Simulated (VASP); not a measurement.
## From an Ansatz input to VASP: PbSe (rocksalt)

Ansatz input

```yaml
crystal:
  lattice:
    - [0.0, 3.0887022205, 3.0887022205]
    - [3.0887022205, 0.0, 3.0887022205]
    - [3.0887022205, 3.0887022205, 0.0]
  atoms:
    - { symbol: Pb, position: [0.0, 0.0, 0.0] }
    - { symbol: Se, position: [0.5, 0.5, 0.5] }
kpoints:
  mp_grid: { grid: [8, 8, 8] }
  band_path:
    path:
      - [0.0, 0.0, 0.0]
      - [0.5, 0.0, 0.5]
      - [0.625, 0.25, 0.625]
      - [0.375, 0.375, 0.75]
      - [0.5, 0.5, 0.5]
      - [0.5, 0.25, 0.75]
      - [0.0, 0.0, 0.5]
    npoints: 1
hamiltonian:
  xc: r2scan
scf:
  occupations: { method: fixed }
  n_extra_bands: 4
output:
  forces: true
  stress: true
  eigenvalues: true
  write_density: true
  write_potential: true
  elf: true
  volumetric_format: npy
```

Q: Which VASP files do the same job?

A: 

INCAR

```
EDIFF = 1E-7
ISIF = 2
LASPH = .TRUE.
ISMEAR = 0
ENCUT = 520
NELM = 120
SIGMA = 0.01
METAGGA = R2SCAN
LREAL = .FALSE.
LCHARG = .FALSE.
PREC = Accurate
LWAVE = .FALSE.
ALGO = Normal
IBRION = -1
NBANDS = 17
NSW = 0
```

KPOINTS

```
KPOINTS created by Atomic Simulation Environment
0
Gamma
8 8 8
0 0 0
```

KPOINTS_OPT

```
special points
7
Reciprocal
0.0000000000 0.0000000000 0.0000000000 1
0.5000000000 0.0000000000 0.5000000000 1
0.6250000000 0.2500000000 0.6250000000 1
0.3750000000 0.3750000000 0.7500000000 1
0.5000000000 0.5000000000 0.5000000000 1
0.5000000000 0.2500000000 0.7500000000 1
0.0000000000 0.0000000000 0.5000000000 1
```

POSCAR

```
Pb Se
 1.0000000000000000
    -0.0000000000000000    3.0887022204744010    3.0887022204744010
     3.0887022204744010   -0.0000000000000000    3.0887022204744010
     3.0887022204744010    3.0887022204744010   -0.0000000000000000
 Pb  Se
   1   1
Cartesian
 -0.0000000000000000 -0.0000000000000000 -0.0000000000000000
  3.0887022204744010  3.0887022204744010  3.0887022204744010
```

VASP ran with the recommended PBE PAW datasets (20 valence electrons in the cell). Other inputs would serve too.

```csv
,Ansatz,VASP
gap between bands v and c,0.66 eV,0.67 eV
least direct gap,0.66 eV,0.67 eV
pressure,0.0 GPa,0.0 GPa
```

Datasets and cutoffs are each program's own. VASP's cell holds 20 valence electrons and Ansatz's 30. Ansatz's stress includes a Pulay correction; VASP's doesn't.
